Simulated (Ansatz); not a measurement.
Space group Fm-3m (No. 225). a = 5.767 Å, b = 5.767 Å, c = 5.767 Å, α = 90.00°, β = 90.00°, γ = 90.00°
```
atom site symmetry x y z
  Al    4a m-3m  0.0000  0.0000  0.0000
  Cu    4b m-3m  0.5000  0.0000  0.0000
  Cu    8c      -43m  0.2500  0.7500  0.7500
```

Equation of state of this AlCu3 structure (not necessarily the ground state), with shape and atoms relaxed at each volume where symmetry leaves them free. It has no gap at any of these volumes. Method: Ansatz, DFT PBEsol, scalar-relativistic, plane waves, PAW.

Cutoff 420 eV; k points 12×12×12 on the computed 4-atom cell (Γ-centred); Gaussian smearing, width 0.10 eV; no spin polarisation.

```
V (Å³/atom) E − E(largest V) (meV/atom) P (GPa)
     10.549                        56.88    26.17
     10.908                         7.73    17.86
     11.268                       -24.28    10.86
     11.628                       -41.87     4.97
     11.987                       -47.31     0.00
     12.347                       -42.48    -4.18
     12.706                       -29.03    -7.70
     13.186                         0.00   -11.54
```

**Question.** Fit a third-order Birch–Murnaghan equation to E(V).

**Answer.** V0 = 11.99 Å³/atom, B0 = 152 GPa, B0' = 4.7.